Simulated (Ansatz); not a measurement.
**Si: a fit and a missing row**

Si, Fd-3m, a = 5.444 Å. Ansatz: r2SCAN, PAW, 500 eV, Γ-centred 10×10×10 mesh on 2 atoms, Gaussian smearing 0.02 eV; no spin polarisation. Symmetry fixes shape and atoms, so the cell is only scaled; pressure is positive in compression.

| V (Å³/atom) | P (GPa) |
| --- | --- |
| 18.960 | 6.83 |
| 19.565 | 3.15 |
| 20.170 | 0.00 |
| 20.775 | -2.69 |
| 21.380 | ? |

Task: Take V0 = 20.170 Å³/atom, fit the third-order Birch–Murnaghan form to the other rows, and predict the missing pressure.

Result: With the Eulerian strain f = ½[(V0/V)^(2/3) − 1] and y = P/[3f(1 + 2f)^(5/2)], the form is the line y = B0 + 1.5 B0 (B0′ − 4) f. Rows (f, y): 0.02105, 97.6; 0.01026, 97.3; -0.00975, 96.6. Means f = 0.007187, y = 97.167; Σ(Δf)² = 0.0004885, ΣΔfΔy = 0.01601; the slope is their ratio. y = 96.93 + 32.78 f GPa, so B0 = 96.9 GPa and B0′ = 4 + 2 × (32.78)/(3 × 96.93) = 4.23. At V = 21.380, f = -0.01905, y = 96.31 and P = -4.99 GPa. The run gave -4.99 GPa, the same to the digits shown. The form still works here, 33 % of the fitted range beyond its end.